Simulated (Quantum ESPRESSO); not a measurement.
Crystal: Ir.

```
CELL_PARAMETERS angstrom
2.75138 0.00000 0.00000
-1.37569 2.38276 0.00000
0.00000 0.00000 4.46229
ATOMIC_POSITIONS crystal
Ir 0.33333 0.66667 0.25000
Ir 0.66667 0.33333 0.75000
```

This isn't the form of Ir at room conditions, which is fcc.

```yaml
Program: Quantum ESPRESSO 7.5
Task: single point
Functional: PBE
Potentials_or_basis: SSSP 1.3 efficiency PBE
Cutoff: 748 eV
Density_cutoff: 5987 eV
k_mesh: 11 × 11 × 6
Occupations: fermi-dirac, width 0.05 eV
Spin: no spin polarisation
```

On this cell: pressure -2.1 GPa; largest force under 0.003 eV/Å; band gap on the k mesh none (metal or under the smearing width).

The same run follows on a disturbed copy (atoms moved at random, drawn with an rms of 0.05 Å):

```
Ir
1.0
     2.75138    0.00000    0.00000
    -1.37569    2.38276    0.00000
     0.00000    0.00000    4.46229
Ir
2
Cartesian
  0.0379 1.5758 1.1474
  1.3111 0.8221 3.3311
```

Problem. What changes?

Solution. The energy (extrapolated to zero smearing) moves by +20.6 meV/atom; pressure -1.2 GPa; largest force 0.786 eV/Å; band gap on the k mesh none (metal or under the smearing width).

Forces in eV/Å, atoms in the order of the input:
```
Ir  -0.487  0.203 -0.583
Ir   0.487 -0.203  0.583
```

Stress tensor (GPa, compression positive):
```
-1.00 -0.85  1.15
-0.85 -1.79 -0.51
 1.15 -0.51 -0.68
```
